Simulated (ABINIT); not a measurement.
The system is PtSe2 (Sudovikovite).

```xyz
3
Lattice="3.7240 0.0000 0.0000 -1.8620 3.2251 0.0000 0.0000 0.0000 5.0620" Properties=species:S:1:pos:R:3 pbc="T T T"
Pt    0.0000    0.0000    0.0000
Se    1.8620    1.0750    3.7965
Se    0.0000    2.1501    1.2655
```

Base run:

| Property | Result |
| --- | --- |
| Program | ABINIT 10.8.3 (patched build) |
| Functional | rPW86PBE |
| Potentials or basis | JTH PAW PBE v2.0 |
| Cutoff | 544 eV |
| k mesh | 8 × 8 × 5 |
| Occupations | fermi-dirac, width 0.05 eV |
| Spin | no spin polarisation |

Its results: band gap on the k mesh none (metal or under the smearing width); pressure 14.5 GPa; largest force 1.158 eV/Å.

Question: After a change of settings the same cell gave: band gap on the k mesh none (metal or under the smearing width); pressure 1.2 GPa; largest force 0.359 eV/Å. Which change was it?
A. functional from rPW86PBE to RPBE
B. functional from rPW86PBE to AM05
C. functional from rPW86PBE to PBEsol; k mesh from 8 × 8 × 5 to 3 × 3 × 2
D. functional from rPW86PBE to SOGGA

Answer: D.

Caveats: the PAW data sets were made with another functional, which shifts forces and pressure a little; spin-orbit coupling is left out, which moves the levels of the heavy elements; the atomic spheres overlap.

Runs at the PBE level aren't shown here.
